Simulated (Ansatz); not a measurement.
# TiO2 (Anatase): the cost of one run

Computed with Ansatz 0.2.0 (DFT PBEsol, scalar-relativistic, plane waves, PAW, unless a step's input says otherwise).

**1. Starting point**

Symmetry: I4_1/amd, No. 141, tetragonal system. The conventional cell has a = 3.784 Å, b = 3.784 Å, c = 9.515 Å, α = 90.00°, β = 90.00°, γ = 90.00°. Around Ti (site symmetry -4m2) lie 6 O at 1.93 to 1.98 Å. O (site symmetry 2mm) is surrounded by 3 Ti at 1.93 to 1.98 Å.

Coordinates:

```
CELL_PARAMETERS angstrom
-1.89210 1.89210 4.75730
1.89210 -1.89210 4.75730
1.89210 1.89210 -4.75730
ATOMIC_POSITIONS crystal
Ti 0.00000 0.00000 0.00000
Ti 0.75000 0.25000 0.50000
O 0.20810 0.20810 0.00000
O 0.95810 0.45810 0.50000
O 0.54190 0.04190 0.50000
O 0.79190 0.79190 0.00000
```

Source of the structure: the Crystallography Open Database.

(A quick probe on a coarse mesh, which set the mesh and smearing, is not shown.)

**3. Full relaxation**

input.yaml reads:

```yaml
crystal:
  lattice:
    - [-1.8921, 1.8921, 4.7573]
    - [1.8921, -1.8921, 4.7573]
    - [1.8921, 1.8921, -4.7573]
  atoms:
    - { symbol: Ti, position: [0.0, 0.0, 0.0] }
    - { symbol: Ti, position: [0.75, 0.25, 0.5] }
    - { symbol: O, position: [0.2081, 0.2081, 0.0] }
    - { symbol: O, position: [0.9581, 0.4581, 0.5] }
    - { symbol: O, position: [0.5419, 0.0419, 0.5] }
    - { symbol: O, position: [0.7919, 0.7919, 0.0] }
basis:
  ecutwfc: 420
kpoints:
  mp_grid: { grid: [10, 10, 10] }
hamiltonian:
  xc: pbesol
scf:
  occupations: { method: gaussian, width: 0.02 }
output:
  forces: true
  stress: true
  eigenvalues: true
  write_density: true
  write_potential: true
  elf: true
  volumetric_format: npy
relax:
  adjacent_minimum: "off"
  f_tol: 0.005
  max_steps: 80
  cell: { stress_tol: 0.05 }
```

Command:

```sh
$ ansatz run input.yaml --threads 1 --pin off --max-ram 2560MiB --backend cpu --events-out ev --progress --plain --runs-dir out
```

What time and memory should one allow on 1 thread of Intel Xeon at 2.70GHz, shared host?

About 1.8 min, with a peak of 0.52 GiB.
